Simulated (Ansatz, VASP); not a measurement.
# One calculation of AlH6, two programs

```
CELL_PARAMETERS angstrom
0.00000 2.68102 2.68102
2.68102 0.00000 2.68102
2.68102 2.68102 0.00000
ATOMIC_POSITIONS crystal
Al 0.00000 0.00000 0.00000
H 0.50000 0.50000 0.00000
H 0.50000 0.00000 0.50000
H 0.00000 0.00000 0.50000
H 0.00000 0.50000 0.00000
H 0.00000 0.50000 0.50000
H 0.50000 0.00000 0.00000
```

Change from the starting cell: species swapped into the Zn6Mo type (Fm-3m, No. 225).

Alike in both runs: functional PBE; k mesh 12 × 12 × 12; occupations gaussian, width 0.1 eV; no spin polarisation.

Ansatz relaxed the structure, and its values are those at the end. VASP's run is a single point on that final structure, the one shown.

```csv
,VASP,Ansatz
version,VASP 6.6.1,Ansatz 0.2.0
potentials or method,"VASP PAW PBE potentials, release 64 (Al, H)","scalar-relativistic, plane waves, PAW"
plane-wave cutoff (eV),520,420
valence electrons in the cell,9,9
```

|  | VASP | Ansatz | Ansatz less VASP |
| --- | --- | --- | --- |
| gap on the k mesh at the Fermi level (eV) | none | none | - |
| pressure (GPa) | -0.2 | 0.0 | +0.24 |

A gap of «none» marks a metal or a gap that the smearing closes. The functional is the same, so the differences come from potentials, cutoffs and numerics.
